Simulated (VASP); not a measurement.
Wanted: the native input for a VASP 6.6.1 run.

```
Task                               : band structure
Functional                         : HSE06
Potentials or basis                : VASP PAW PBE potentials, release 64 (Cd, O)
Cutoff                             : 520 eV
k mesh                             : 6 × 6 × 6
Occupations                        : gaussian, width 0.03 eV
Spin                               : no spin polarisation
Grid for exact exchange (PRECFOCK) : Fast
Screening parameter                : 0.2 1/A
Further INCAR settings             : ALGO = Normal; EDIFF = 1e-06; NBANDS = 16
```

CdO:

```
Cd O
1.0
     0.00000    2.35240    2.35240
     2.35240    0.00000    2.35240
     2.35240    2.35240    0.00000
Cd O
1 1
Direct
  0.00000 0.00000 0.00000
  0.50000 0.50000 0.50000
```

The cell was built by a generator and needn't be a form met in nature.

These files were run (other wordings do the same):

POSCAR

```
CdO                                     
1.0
    0.0000000000      2.3523961159      2.3523961159
    2.3523961159      0.0000000000      2.3523961159
    2.3523961159      2.3523961159      0.0000000000
  Cd              O             
     1     1
Direct
     0.0000000000000000    0.0000000000000000    0.0000000000000000
     0.5000000000000000    0.5000000000000000    0.5000000000000000
```

INCAR.step1

```
SYSTEM = CdO
PREC     = Accurate       ! precision mode
ENCUT    = 520            ! plane-wave cutoff, eV
EDIFF    = 1E-5           ! SCF threshold, eV
ISMEAR   = 0              ! smearing method
SIGMA    = 0.03           ! smearing width, eV
LREAL    = .FALSE.        ! projectors in reciprocal space
LASPH    = .TRUE.         ! aspherical terms in the spheres
NELM     = 80             ! most SCF steps
ALGO     = Normal         ! electronic algorithm
ISIF     = 2              ! what is computed and relaxed
LWAVE    = .TRUE.         ! write WAVECAR
LCHARG   = .FALSE.        ! write CHGCAR
NBANDS   = 16             ! bands
KPAR     = 2            
GGA      = PE             ! functional
```

INCAR.step2

```
SYSTEM = CdO
PREC     = Accurate       ! precision mode
ENCUT    = 520            ! plane-wave cutoff, eV
EDIFF    = 1E-6           ! SCF threshold, eV
ISMEAR   = 0              ! smearing method
SIGMA    = 0.03           ! smearing width, eV
LREAL    = .FALSE.        ! projectors in reciprocal space
LASPH    = .TRUE.         ! aspherical terms in the spheres
NELM     = 80             ! most SCF steps
ALGO     = Normal         ! electronic algorithm
ISIF     = 2              ! what is computed and relaxed
LWAVE    = .FALSE.        ! write WAVECAR
LCHARG   = .FALSE.        ! write CHGCAR
GGA      = PE             ! functional
LHFCALC  = .TRUE.         ! exact exchange
HFSCREEN = 0.2            ! screening, 1/A
PRECFOCK = Fast         
NBANDS   = 16             ! bands
KPAR     = 2            
ISTART   = 1
```

KPOINTS

```
regular mesh
0
G
  6 6 6
  0 0 0
```

KPOINTS_OPT

```
explicit points
9
Reciprocal
 0.0000000000  0.0000000000  0.0000000000 1
 0.3750000000  0.3750000000  0.7500000000 1
 0.5000000000  0.5000000000  0.5000000000 1
 0.6250000000  0.2500000000  0.6250000000 1
 0.5000000000  0.2500000000  0.7500000000 1
 0.5000000000  0.0000000000  0.5000000000 1
 0.4000000000  0.0000000000  0.4000000000 1
 0.4250000000  0.0000000000  0.4250000000 1
 0.4500000000  0.0000000000  0.4500000000 1
```

Potentials or basis: VASP PAW PBE potentials, release 64 (Cd, O).

Command:

```bash
$ cat potpaw_PBE.64/Cd/POTCAR potpaw_PBE.64/O/POTCAR > POTCAR
$ cp INCAR.step1 INCAR
$ mpirun -np 2 vasp_std > vasp.out
$ cp INCAR.step2 INCAR
$ mpirun -np 2 vasp_std > vasp.out
```

It gave:

The pressure is 1.7 GPa, the band gap on the k mesh is 0.89 eV, indirect (least direct gap 2.23 eV) and the band gap along the path is 0.89 eV, indirect (least direct gap 2.23 eV).

Caveat: the PAW data sets were made with another functional, which shifts forces and pressure a little.

Wall time 3.6 min on 2 MPI ranks on Intel(R) Xeon(R) 6975P-C (Granite Rapids), on a shared host, peak memory 0.27 GiB a rank.
